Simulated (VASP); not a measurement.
Runs of VASP 6.6.1 on SnS2. The structure is trigonal, space group P-3m1 (No. 164). Conventional cell: a = 3.639 Å, b = 3.639 Å, c = 5.868 Å, α = 90.00°, β = 90.00°, γ = 120.00°. Around Sn (site symmetry -3m) lie 6 S at 2.56 Å. S (site symmetry 3m) has 3 Sn at 2.56 Å as nearest neighbours. 

```csv
k mesh,cutoff (eV),mesh quality,gap on the mesh (eV),pressure (GPa),largest force (eV/Å)
3 × 3 × 2,520,coarse,1.91,(b),0.17
6 × 6 × 4,520,not flagged,1.48,1.7,0.25
9 × 9 × 4,400,not flagged,1.46,1.7,(a)
15 × 15 × 8,520,not flagged,1.42,1.7,0.25
9 × 9 × 4,520,not flagged,1.46,1.7,0.25
```

Alike in all rows: task single point; level PBE+D3(BJ); potentials or basis VASP PAW PBE potentials, release 64 (Sn_d, S); no spin polarisation; cell as given; smearing gaussian 0.02 eV.

**Question.** Estimate the missing entries.

**Answer.** (a) 0.26; (b) 2.8.

Caveats: some runs use coarse meshes; spin-orbit coupling is left out, which moves the levels of the heavy elements; an odd mesh through Γ misses points on the zone boundary, where band edges often lie (some runs).

A k mesh can miss the band edges, and the runs leave out spin-orbit coupling on Sn.
